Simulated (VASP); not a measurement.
# NbAs (P6_3mc) in VASP: further runs

Runs on NbAs. Level: PBE. Tasks: single point.

All numbers are computed with VASP 6.6.1; they aren't measurements. Logs are shortened: lines on timing, memory, paths and dates and some standing lists are left out, and cuts for length are marked.

### Step 1. The crystal as given

Symmetry: P6_3mc, No. 186, hexagonal system. The conventional cell has a = 3.400 Å, b = 3.400 Å, c = 8.362 Å, α = 90.00°, β = 90.00°, γ = 120.00°. Nb (site symmetry 3m) has 4 As at 2.53 to 2.56 Å as nearest neighbours. Around As (site symmetry 3m) lie 4 Nb at 2.53 to 2.56 Å.

Measurements of this composition are mostly on another form, of space group No. 109.

### Step 2. Single point, PBE

Input file INCAR:

```
ALGO     = Normal         # electronic algorithm
EDIFF    = 1E-6           # SCF threshold, eV
ENCUT    = 520            # plane-wave cutoff, eV
GGA      = PE             # functional
ISIF     = 2              # what is computed and relaxed
ISMEAR   = -1             # smearing method
LASPH    = True           # aspherical terms in the spheres
LCHARG   = False          # write CHGCAR
LREAL    = False          # projectors in reciprocal space
LWAVE    = False          # write WAVECAR
NBANDS   = 26             # bands
NELM     = 100            # most SCF steps
PREC     = Accurate       # precision mode
SIGMA    = 0.08           # smearing width, eV
```

Input file KPOINTS:

```
k-points
0
Gamma
  9 9 5
```

Input file POSCAR:

```
NbAs
1.0
    3.3999760739      0.0000000000      0.0000000000
   -1.6999880370      2.9444656523      0.0000000000
    0.0000000000      0.0000000000      8.3619386756
Nb As
2 2
Direct
    0.3333333333      0.6666666667      0.0366264394
    0.6666666667      0.3333333333      0.5366264394
    0.3333333333      0.6666666667      0.3393735606
    0.6666666667      0.3333333333      0.8393735606
```

Potentials or basis: VASP PAW PBE potentials, release 64 (Nb_sv, As).

On the command line:

```sh
> cat potpaw_PBE.64/Nb_sv/POTCAR potpaw_PBE.64/As/POTCAR > POTCAR
> mpirun -np 1 vasp_std > vasp.out
```

OUTCAR:

```text
EDIFF = 1E-6
   ENCUT = 520
   GGA = PE
   ISIF = 2
   ISMEAR = -1
   LASPH = True
   LREAL = False
   NELM = 100
   PREC = Accurate

 ion  position               nearest neighbor table
   1  0.333  0.667  0.037-   3 2.53   4 2.56   4 2.56   4 2.56
   2  0.667  0.333  0.537-   4 2.53   3 2.56   3 2.56   3 2.56
   3  0.333  0.667  0.339-   1 2.53   2 2.56   2 2.56   2 2.56
   4  0.667  0.333  0.839-   2 2.53   1 2.56   1 2.56   1 2.56

  LATTYP: Found a hexagonal cell.
 ALAT       =     3.3999760739
 C/A-ratio  =     2.4594110352

  Lattice vectors:

 A1 = (   3.3999760739,   0.0000000000,   0.0000000000)
 A2 = (  -1.6999880370,   2.9444656523,   0.0000000000)
 A3 = (   0.0000000000,   0.0000000000,   8.3619386756)

Analysis of symmetry for initial positions (statically):
=====================================================================
 Subroutine PRICEL returns:
 Original cell was already a primitive cell.

 Routine SETGRP: Setting up the symmetry group for a
 hexagonal supercell.

 Subroutine GETGRP returns: Found 12 space group operations
 (whereof  6 operations were pure point group operations)
 out of a pool of 24 trial point group operations.

The static configuration has the point symmetry C_3v.
 The point group associated with its full space group is C_6v.

Analysis of symmetry for dynamics (positions and initial velocities):
=====================================================================
 Subroutine PRICEL returns:
 Original cell was already a primitive cell.

 Routine SETGRP: Setting up the symmetry group for a
 hexagonal supercell.

 Subroutine GETGRP returns: Found 12 space group operations
 (whereof  6 operations were pure point group operations)
 out of a pool of 24 trial point group operations.

The dynamic configuration has the point symmetry C_3v.
 The point group associated with its full space group is C_6v.

 Subroutine INISYM returns: Found 12 space group operations
 (whereof  6 operations are pure point group operations),
 and found     1 'primitive' translations

----------------------------------------------------------------------------------------

                                     Primitive cell

  volume of cell :      83.7123

  direct lattice vectors                    reciprocal lattice vectors
     3.399976074  0.000000000  0.000000000     0.294119717  0.169810098  0.000000000
    -1.699988037  2.944465652  0.000000000     0.000000000  0.339620195  0.000000000
     0.000000000  0.000000000  8.361938676     0.000000000  0.000000000  0.119589492

  length of vectors
     3.399976074  3.399976074  8.361938676     0.339620195  0.339620195  0.119589492

  position of ions in fractional coordinates (direct lattice)
     0.333333333  0.666666667  0.036626439
     0.666666667  0.333333333  0.536626439
     0.333333333  0.666666667  0.339373561
     0.666666667  0.333333333  0.839373561

  ion indices of the primitive-cell ions
   primitive index   ion index
                 1           1
                 2           2
                 3           3
                 4           4

----------------------------------------------------------------------------------------

 KPOINTS: k-points

Automatic generation of k-mesh.
 Grid dimensions read from file:
 generate k-points for:    9    9    5

 Generating k-lattice:

  Cartesian coordinates                     Fractional coordinates (reciprocal lattice)
     0.032679969  0.018867789  0.000000000     0.111111111  0.000000000  0.000000000
     0.000000000  0.037735577  0.000000000     0.000000000  0.111111111  0.000000000
     0.000000000  0.000000000  0.023917898     0.000000000  0.000000000  0.200000000

  Length of vectors
     0.037735577  0.037735577  0.023917898

  Shift w.r.t. Gamma in fractional coordinates (k-lattice)
     0.000000000  0.000000000  0.000000000

 Subroutine IBZKPT returns following result:
 ===========================================

 Found     36 irreducible k-points:

 Following reciprocal coordinates:
            Coordinates               Weight
  0.000000  0.000000  0.000000      1.000000
  0.111111 -0.000000  0.000000      6.000000
  0.222222  0.000000  0.000000      6.000000
  0.333333  0.000000  0.000000      6.000000
  0.444444  0.000000  0.000000      6.000000
  0.111111  0.111111  0.000000      6.000000
[... 16 lines left out ...]
  0.333333  0.222222  0.200000     24.000000
  0.333333  0.333333  0.200000      4.000000
 [... further k-points ...]
   k-points           NKPTS =     36   k-points in BZ     NKDIM =     36   number of bands    NBANDS=     26
   number of dos      NEDOS =    301   number of ions     NIONS =      4
   total plane-waves  NPLWV =  50176
   dimension x,y,z NGX =    28 NGY =   28 NGZ =   64
   dimension x,y,z NGXF=    56 NGYF=   56 NGZF=  128
   ions per type =               2   2
   NGX,Y,Z   is equivalent  to a cutoff of  13.69, 13.69, 12.72 a.u.
   NGXF,Y,Z  is equivalent  to a cutoff of  27.38, 27.38, 25.45 a.u.
 SYSTEM =  unknown system
   PREC   = accura    normal or accurate (medium, high low for compatibility)
   ISTART =      0    job   : 0-new  1-cont  2-samecut
   ICHARG =      2    charge: 1-file 2-atom 10-const
   ISPIN  =      1    spin polarized calculation?
   LNONCOLLINEAR =      F non collinear calculations
   LSORBIT =      F    spin-orbit coupling
   LASPH  =      T    aspherical Exc in radial PAW
   ENCUT  =  520.0 eV  38.22 Ry    6.18 a.u.   6.32  6.32 15.55*2*pi/ulx,y,z
   NELM   =    100;   NELMIN=  2; NELMDL= -5     # of ELM steps
   EDIFF  = 0.1E-05   stopping-criterion for ELM
   LREAL  =      F    real-space projection
   EDIFFG = 0.1E-04   stopping-criterion for IOM
   NSW    =      0    number of steps for IOM
   IBRION =     -1    ionic relax: 0-MD 1-quasi-New 2-CG
   NFREE  =      0    steps in history (QN), initial steepest desc. (CG)
   ISIF   =      2    stress and relaxation
   ISYM   =      2    0-nonsym 1-usesym 2-fastsym
   POTIM  = 0.5000    time-step for ionic-motion
   TEBEG  =    0.0;   TEEND  =   0.0 temperature during run
   PSTRESS=    0.0 pullay stress
   NELECT =      36.0000    total number of electrons
   NUPDOWN=      -1.0000    fix difference up-down
   EMIN   =  10.00;   EMAX   =-10.00  energy-range for DOS
   EFERMI =   0.00;   METHOD = LEGACY
   ISMEAR =    -1;   SIGMA  =   0.08  broadening in eV -4-tet -1-fermi 0-gaus
   EFERMI_NEDOS =   21; number of points for ismear=-14 and -15
   IALGO  =     38    algorithm
   IMIX   =      4    mixing-type and parameters
     AMIX     =   0.40;   BMIX     =  1.00
     AMIX_MAG =   1.60;   BMIX_MAG =  1.00
  volume/ion in A,a.u.               =      20.93       141.23
  Fermi-wavevector in a.u.,A,eV,Ry     =   1.235699  2.335132 20.775430  1.526951
  Thomas-Fermi vector in A             =   2.370337
   LORBIT       =      0    0 simple, 1 ext, 2 COOP (PROOUT), +10 PAW based schemes
   GGA     = PE    functional components
   LHFCALC =     F    Hartree Fock is set to
   AEXX    =    0.0000 exact exchange contribution
   IVDW    =     0    specifies the selected vdW correction
   LEPSILON=     F    determine dielectric tensor
   LRPA    =     F    only Hartree local field effects (RPA)
 non-spin polarized calculation
  energy-cutoff  :      520.00
  volume of cell :       83.71
 maximum number of plane-waves:      2281
 NGX is ok and might be reduce to    28
   NGX = 13   NGY = 13   NGZ = 31

 number of electron      36.0000001 magnetization

 Free energy of the ion-electron system (eV)
  ---------------------------------------------------
  ext. energy  EPLUGINS =         0.00000000
  ---------------------------------------------------
  free energy    TOTEN  =       -29.43561964 eV

  energy without entropy =      -29.37925213  energy(sigma->0) =      -29.40743588

 E-fermi :   7.1662     XC(G=0): -10.8367

 val. band max:        7.1629217993   @ k =   0.2222   0.2222   0.4000
 cond. band min:       7.1853394039   @ k =   0.1111  -0.0000   0.0000
 fundamental gap:      0.0224176046
 Fermi energy:         7.1661548142

 k-point     1 :       0.0000    0.0000    0.0000
  band No.  band energies     occupation
      1     -47.7575      2.00000
      2     -47.7569      2.00000
      3     -23.9238      2.00000
      4     -23.8892      2.00000
      5     -23.6901      2.00000
      6     -23.6901      2.00000
[... 18 lines left out ...]
     25      12.7844      0.00000
     26      12.8157      0.00000

 k-point     2 :       0.1111   -0.0000    0.0000
  band No.  band energies     occupation
      1     -47.7544      2.00000
      2     -47.7538      2.00000
      3     -23.9172      2.00000
      4     -23.8844      2.00000
      5     -23.7228      2.00000
      6     -23.7209      2.00000
[... 18 lines left out ...]
     25      11.9619      0.00000
     26      12.8713      0.00000

 k-point     3 :       0.2222    0.0000    0.0000
  band No.  band energies     occupation
      1     -47.7467      2.00000
      2     -47.7462      2.00000
      3     -23.9006      2.00000
      4     -23.8733      2.00000
      5     -23.8042      2.00000
      6     -23.8025      2.00000
[... 18 lines left out ...]
     25      11.7252      0.00000
     26      12.9856      0.00000

 k-point     4 :       0.3333    0.0000    0.0000
  band No.  band energies     occupation
      1     -47.7378      2.00000
      2     -47.7375      2.00000
      3     -23.9043      2.00000
      4     -23.8995      2.00000
      5     -23.8718      2.00000
      6     -23.8559      2.00000
[... 18 lines left out ...]
     25      12.1464      0.00000
     26      12.7317      0.00000
[... 496 lines left out ...]
      1     -47.7339      2.00000
      2     -47.7337      2.00000
      3     -23.9058      2.00000
      4     -23.9046      2.00000
      5     -23.8633      2.00000
      6     -23.8526      2.00000
[... 18 lines left out ...]
     25      11.6966      0.00000
     26      12.0727      0.00000

 k-point    23 :       0.3333    0.2222    0.2000
  band No.  band energies     occupation
      1     -47.7294      2.00000
      2     -47.7293      2.00000
      3     -23.9253      2.00000
      4     -23.9239      2.00000
      5     -23.8541      2.00000
      6     -23.8482      2.00000
[... 18 lines left out ...]
     25      11.4794      0.00000
     26      11.6804      0.00000

 k-point    24 :       0.3333    0.3333    0.2000
  band No.  band energies     occupation
      1     -47.7279      2.00000
      2     -47.7279      2.00000
      3     -23.8933      2.00000
      4     -23.8933      2.00000
      5     -23.8731      2.00000
      6     -23.8695      2.00000
[... 18 lines left out ...]
     25      11.6377      0.00000
     26      11.6377      0.00000

 [... further k-points ...]
[... 5 lines left out ...]
  --------------------------------------------------------------------------------------
  -------------------------------------------------------------------------------------
  Total       -0.0210316     -0.0210316      0.0473717      0.0000000      0.0000000      0.0000000
  in kB       -0.4025263     -0.4025263      0.9066507      0.0000000      0.0000000      0.0000000
  external PRESSURE =       0.0338660 kB  Pullay stress =       0.0000000 kB

 VOLUME and BASIS-vectors are now :
 -----------------------------------------------------------------------------
  energy-cutoff  :      520.00
  volume of cell :       83.71
      direct lattice vectors                 reciprocal lattice vectors
     3.399976074  0.000000000  0.000000000     0.294119717  0.169810098  0.000000000
    -1.699988037  2.944465652  0.000000000     0.000000000  0.339620195  0.000000000
     0.000000000  0.000000000  8.361938676     0.000000000  0.000000000  0.119589492

 POSITION                                       TOTAL-FORCE (eV/Angst)
 -----------------------------------------------------------------------------------
     -0.00000      1.96298      0.30627         0.000000     -0.000000      0.008055
      1.69999      0.98149      4.48724        -0.000000      0.000000      0.008055
     -0.00000      1.96298      2.83782        -0.000000      0.000000     -0.008055
      1.69999      0.98149      7.01879        -0.000000      0.000000     -0.008055
 -----------------------------------------------------------------------------------
    total drift:                               -0.000000      0.000000      0.002838

  FREE ENERGIE OF THE ION-ELECTRON SYSTEM (eV)
  ---------------------------------------------------
  free  energy   TOTEN  =       -29.4356196365 eV

  energy  without entropy=      -29.3792521328  energy(sigma->0) =      -29.40743588
```

Wall time 1.7 min (1 thread of Intel Xeon Platinum 8375C at 2.90GHz (Ice Lake), shared host); peak memory 0.24 GiB.

Results:

| Quantity | Value |
| --- | --- |
| Free energy | -29.4356 eV |
| Pressure | 0.0 GPa |
| Largest force | 0.008 eV/Å |
| Band gap on the k mesh | none (metal or under the smearing width) |

Forces in eV/Å, atoms in the order of the input:
```
Nb   0.000  0.000  0.008
Nb   0.000  0.000  0.008
As   0.000  0.000 -0.008
As   0.000  0.000 -0.008
```

### Step 3. Single point, PBE (cell and atoms relaxed from a first guess)

Input file INCAR:

```
SYSTEM = NbAs
PREC = Accurate
ENCUT = 520
EDIFF = 1E-6
ISMEAR = -1
SIGMA = 0.08
LREAL = .FALSE.
LASPH = .TRUE.
NELM = 100
ALGO = Normal
ISIF = 2
LWAVE = .FALSE.
LCHARG = .TRUE.
GGA = PE
LELF = .TRUE.
LVHAR = .TRUE.
NBANDS = 26
```

Input file KPOINTS:

```
regular mesh
0
G
  9 9 5
  0 0 0
```

POSCAR is that of step 2.

Potentials or basis: VASP PAW PBE potentials, release 64 (Nb_sv, As).

On the command line:

```sh
> cat potpaw_PBE.64/Nb_sv/POTCAR potpaw_PBE.64/As/POTCAR > POTCAR
> mpirun -np 1 vasp_std > vasp.out
```

Wall time 90 s (1 thread of Intel Xeon Platinum 8375C at 2.90GHz (Ice Lake), shared host); peak memory 0.24 GiB.

The run converged. Its results:

| Item | Value |
| --- | --- |
| Free energy | -29.4356 eV |
| Pressure | 0.0 GPa |
| Largest force | 0.008 eV/Å |
| Band gap on the k mesh | none (metal or under the smearing width) |

Forces in eV/Å, atoms in the order of the input:
```
Nb   0.000  0.000  0.008
Nb   0.000  0.000  0.008
As   0.000  0.000 -0.008
As   0.000  0.000 -0.008
```

Stress tensor (GPa, compression positive):
```
-0.04  0.00  0.00
 0.00 -0.04  0.00
 0.00  0.00  0.09
```

Levels at points of the mesh, in eV from the Fermi level:
```
           k point  band 15  band 16  band 17  band 18  band 19  band 20  band 21  band 22
(0.00, 0.00, 0.00)    -0.87    -0.75    -0.75    -0.02     0.66     0.66     1.24     1.24
```
